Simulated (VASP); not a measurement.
# FePt (Tetraferroplatinum) (P4/mmm) in VASP: single point with PBE

Aim: the single point of FePt (Tetraferroplatinum) with PBE.

Everything below comes from runs of VASP 6.6.1. Logs are shortened: lines on timing, memory, paths and dates and some standing lists are left out, and cuts for length are marked.

## Step 1: The structure

It takes space group P4/mmm (No. 123, tetragonal). The conventional cell has a = 2.724 Å, b = 2.724 Å, c = 3.720 Å, α = 90.00°, β = 90.00°, γ = 90.00°. Around Pt (site symmetry 4/mmm) lie 8 Fe at 2.68 Å and 4 Pt at 2.72 Å. Fe (site symmetry 4/mmm) has 8 Pt at 2.68 Å and 4 Fe at 2.72 Å as nearest neighbours.

## Step 2: Single point, PBE, collinear spin, ferromagnetic start

Contents of INCAR:

```
PREC = Accurate ; ENCUT = 520
EDIFF = 1E-7 ; ISMEAR = -1
SIGMA = 0.05 ; LREAL = F
LASPH = T ; NELM = 100
ALGO = Fast ; ISIF = 2
LWAVE = F ; LCHARG = T
ISPIN = 2 ; MAGMOM = 0 4.5
LORBIT = 11 ; LMAXMIX = 4
GGA = PE ; LELF = T
LVHAR = T
```

Contents of KPOINTS:

```
regular mesh
0
Gamma
  10 10 7
```

Contents of POSCAR:

```
FePt
1.0
    2.7235000000      0.0000000000      0.0000000000
    0.0000000000      2.7235000000      0.0000000000
    0.0000000000      0.0000000000      3.7200000000
Pt Fe
1 1
Direct
    0.5000000000      0.5000000000      0.5000000000
    0.0000000000      0.0000000000      0.0000000000
```

Potentials or basis: VASP PAW PBE potentials, release 64 (Pt, Fe).

Launch:

```sh
$ cat potpaw_PBE.64/Pt/POTCAR potpaw_PBE.64/Fe/POTCAR > POTCAR
$ mpirun -np 1 vasp_std > vasp.out
```

OUTCAR:

```text
PREC = Accurate
   ENCUT = 520
   EDIFF = 1E-7
   ISMEAR = -1
   LREAL = F
   LASPH = T
   NELM = 100
   ISIF = 2
   ISPIN = 2
   LORBIT = 11
   GGA = PE

 ion  position               nearest neighbor table
   1  0.500  0.500  0.500-   2 2.68   2 2.68   2 2.68   2 2.68   2 2.68   2 2.68   2 2.68   2 2.68

   2  0.000  0.000  0.000-   1 2.68   1 2.68   1 2.68   1 2.68   1 2.68   1 2.68   1 2.68   1 2.68

  LATTYP: Found a simple tetragonal cell.
 ALAT       =     2.7235000000
 C/A-ratio  =     1.3658894804

  Lattice vectors:

 A1 = (   2.7235000000,   0.0000000000,   0.0000000000)
 A2 = (   0.0000000000,   2.7235000000,   0.0000000000)
 A3 = (   0.0000000000,   0.0000000000,   3.7200000000)

Analysis of symmetry for initial positions (statically):
=====================================================================
 Subroutine PRICEL returns:
 Original cell was already a primitive cell.

 Routine SETGRP: Setting up the symmetry group for a
 simple tetragonal supercell.

 Subroutine GETGRP returns: Found 16 space group operations
 (whereof 16 operations were pure point group operations)
 out of a pool of 16 trial point group operations.

The static configuration has the point symmetry D_4h.

Analysis of symmetry for dynamics (positions and initial velocities):
=====================================================================
 Subroutine PRICEL returns:
 Original cell was already a primitive cell.

 Routine SETGRP: Setting up the symmetry group for a
 simple tetragonal supercell.

 Subroutine GETGRP returns: Found 16 space group operations
 (whereof 16 operations were pure point group operations)
 out of a pool of 16 trial point group operations.

The dynamic configuration has the point symmetry D_4h.

Analysis of structural, dynamic, and magnetic symmetry:
=====================================================================
 Subroutine PRICEL returns:
 Original cell was already a primitive cell.

 Routine SETGRP: Setting up the symmetry group for a
 simple tetragonal supercell.

 Subroutine GETGRP returns: Found 16 space group operations
 (whereof 16 operations were pure point group operations)
 out of a pool of 16 trial point group operations.

The overall configuration has the point symmetry D_4h.

 Subroutine INISYM returns: Found 16 space group operations
 (whereof 16 operations are pure point group operations),
 and found     1 'primitive' translations

----------------------------------------------------------------------------------------

                                     Primitive cell
[... 134 lines left out ...]
  ext. energy  EPLUGINS =         0.00000000
  ---------------------------------------------------
  free energy    TOTEN  =       -14.80660457 eV

  energy without entropy =      -14.79530806  energy(sigma->0) =      -14.80095632

 E-fermi :   8.7212     XC(G=0): -13.0581

 val. band max:        8.6699579195   @ k =   0.3000   0.2000   0.0000
 cond. band min:       8.7323720841   @ k =   0.5000   0.4000   0.1429
 fundamental gap:      0.0624141646
 Fermi energy:         8.7211533856

 spin component 1

 k-point     1 :       0.0000    0.0000    0.0000
  band No.  band energies     occupation
      1      -0.8883      1.00000
      2       2.3458      1.00000
      3       2.5278      1.00000
      4       5.2563      1.00000
      5       5.2563      1.00000
      6       5.7819      1.00000
      7       6.5709      1.00000
      8       6.7647      1.00000
      9       8.1758      0.99998
     10       8.3050      0.99976
     11       8.3050      0.99976
     12      10.9871      0.00000
     13      18.4662      0.00000
     14      20.3662      0.00000
[... 403 lines left out ...]
      4       4.8769      1.00000
      5       5.5121      1.00000
      6       5.9023      1.00000
      7       6.3006      1.00000
      8       6.4948      1.00000
      9       6.8089      1.00000
     10       7.1580      1.00000
     11       8.1238      0.99999
     12      12.3334      0.00000
     13      16.5944      0.00000
     14      20.3561      0.00000
     15      22.5531      0.00000

 [... further k-points ...]

 spin component 2

 k-point     1 :       0.0000    0.0000    0.0000
  band No.  band energies     occupation
      1      -0.7533      1.00000
      2       2.9249      1.00000
      3       2.9260      1.00000
      4       6.3339      1.00000
      5       6.3340      1.00000
      6       7.9086      1.00000
      7       7.9375      1.00000
      8       9.2946      0.00001
      9      10.3706      0.00000
     10      10.3707      0.00000
     11      10.3921      0.00000
     12      11.1697      0.00000
     13      19.3106      0.00000
     14      20.6554      0.00000
[... 403 lines left out ...]
      4       5.4270      1.00000
      5       6.5820      1.00000
      6       7.3245      1.00000
      7       8.0506      1.00000
      8       8.2692      0.99988
      9       9.2706      0.00002
     10       9.6766      0.00000
     11      10.2909      0.00000
     12      13.1771      0.00000
     13      17.1318      0.00000
     14      21.0234      0.00000
     15      22.9622      0.00000

 [... further k-points ...]
[... 5 lines left out ...]
  --------------------------------------------------------------------------------------
  -------------------------------------------------------------------------------------
  Total        0.4805085      0.4805085      0.5747544      0.0000000      0.0000000     -0.0000000
  in kB       27.9006261     27.9006261     33.3729955      0.0000000      0.0000000     -0.0000000
  external PRESSURE =      29.7247493 kB  Pullay stress =       0.0000000 kB

 VOLUME and BASIS-vectors are now :
 -----------------------------------------------------------------------------
  energy-cutoff  :      520.00
  volume of cell :       27.59
      direct lattice vectors                 reciprocal lattice vectors
     2.723500000  0.000000000  0.000000000     0.367174592  0.000000000  0.000000000
     0.000000000  2.723500000  0.000000000     0.000000000  0.367174592  0.000000000
     0.000000000  0.000000000  3.720000000     0.000000000  0.000000000  0.268817204

 POSITION                                       TOTAL-FORCE (eV/Angst)
 -----------------------------------------------------------------------------------
      1.36175      1.36175      1.86000         0.000000      0.000000      0.000000
      0.00000      0.00000      0.00000         0.000000      0.000000      0.000000
 -----------------------------------------------------------------------------------
    total drift:                               -0.000000      0.000000      0.000000

  FREE ENERGIE OF THE ION-ELECTRON SYSTEM (eV)
  ---------------------------------------------------
  free  energy   TOTEN  =       -14.8066045704 eV

  energy  without entropy=      -14.7953080629  energy(sigma->0) =      -14.80095632

 total charge

# of ion       s       p       d       tot
------------------------------------------
    1        0.714   0.665   8.056   9.435
    2        0.409   0.452   6.125   6.987
--------------------------------------------------
tot          1.124   1.118  14.181  16.422

 magnetization (x)

# of ion       s       p       d       tot
------------------------------------------
    1       -0.026  -0.066   0.428   0.336
    2        0.005  -0.007   2.918   2.916
--------------------------------------------------
tot         -0.021  -0.074   3.346   3.251
```

Wall time 62 s (1 thread of Intel Xeon Platinum 8259CL at 2.50GHz (Skylake/Cascade Lake), shared host); peak memory 0.19 GiB.

What came out:

```
Free energy                                           : -14.8066 eV
Pressure                                              : 3.0 GPa
Band gap on the k mesh                                : none (metal or under the smearing width)
Net moment                                            : 3.27 μB per cell
Site moments                                          : Pt +0.34; Fe +2.92 μB
Valence electrons inside the program's atomic spheres : Pt 9.44; Fe 6.99
```

Stress tensor (GPa, compression positive):
```
2.79 0.00 0.00
0.00 2.79 0.00
0.00 0.00 3.34
```

Levels at points of the mesh, in eV from the Fermi level:
Spin up:
| k point | band 8 | band 9 | band 10 | band 11 | band 12 | band 13 | band 14 | band 15 |
| --- | --- | --- | --- | --- | --- | --- | --- | --- |
| (0.00, 0.00, 0.00) | -1.96 | -0.55 | -0.42 | -0.42 | 2.27 | 9.75 | 11.65 | 11.65 |
| (0.50, 0.00, 0.00) | -2.55 | -2.17 | -1.65 | 0.12 | 2.01 | 10.44 | 10.54 | 12.53 |
| (0.50, 0.50, 0.00) | -0.50 | -0.50 | 0.53 | 1.59 | 1.59 | 7.57 | 10.01 | 10.87 |
Spin down:
```tsv
k point	band 6	band 7	band 8	band 9	band 10	band 11
(0.00, 0.00, 0.00)	-0.81	-0.78	0.57	1.65	1.65	1.67
(0.50, 0.00, 0.00)	-1.39	-1.20	-0.90	0.51	0.67	2.35
(0.50, 0.50, 0.00)	1.23	1.63	1.70	1.72	1.72	1.73
```

Spin-orbit coupling is left out, which matters for the levels of Pt.
